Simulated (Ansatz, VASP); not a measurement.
## KBr: VASP beside Ansatz

Contents of INCAR:

```
PREC = Accurate ; ENCUT = 520
EDIFF = 1E-6 ; ISMEAR = 0
SIGMA = 0.05 ; LREAL = False
LASPH = True ; NELM = 80
ALGO = Normal ; ISIF = 2
LWAVE = False ; LCHARG = False
GGA = PE ; NBANDS = 15
```

The input KPOINTS:

```
Automatic mesh
0
Gamma
  6 6 6
```

File POSCAR:

```
KBr
1.0
    4.0587501245      0.2536718828      0.2536718828
    0.2536718828      4.0587501245      0.2536718828
    0.2536718828      0.2536718828      4.0587501245
K Br
1 1
Direct
    0.0000000000      0.0000000000      0.0000000000
    0.5000000000      0.5000000000      0.5000000000
```

Input for Ansatz:

```yaml
crystal:
  lattice:
    - [4.0587501245, 0.2536718828, 0.2536718828]
    - [0.2536718828, 4.0587501245, 0.2536718828]
    - [0.2536718828, 0.2536718828, 4.0587501245]
  atoms:
    - { symbol: K, position: [0.0, 0.0, 0.0] }
    - { symbol: Br, position: [0.5, 0.5, 0.5] }
basis:
  ecutwfc: 420
kpoints:
  mp_grid: { grid: [6, 6, 6] }
hamiltonian:
  xc: pbe
scf:
  occupations: { method: gaussian, width: 0.05 }
output:
  forces: true
  stress: true
  eigenvalues: true
```

Alike in both runs: task single point; functional PBE; k mesh 6 × 6 × 6; occupations gaussian, width 0.05 eV; no spin polarisation.

|  | VASP | Ansatz |
| --- | --- | --- |
| version | VASP 6.6.1 | Ansatz 0.2.0 |
| potentials or method | VASP PAW PBE potentials, release 64 (K_sv, Br) | scalar-relativistic, plane waves, PAW |
| plane-wave cutoff (eV) | 520 | 420 |
| valence electrons in the cell | 16 | 16 |

|  | VASP | Ansatz | Ansatz less VASP |
| --- | --- | --- | --- |
| gap on the k mesh at the Fermi level (eV) | 3.98 | 3.98 | +0.001 |
| least direct gap on the mesh (eV) | 4.01 | 4.01 | 0.000 |
| pressure (GPa) | 0.5 | 0.5 | -0.05 |

The functional is the same, so the differences come from potentials, cutoffs and numerics.

A k mesh can miss the band edges.
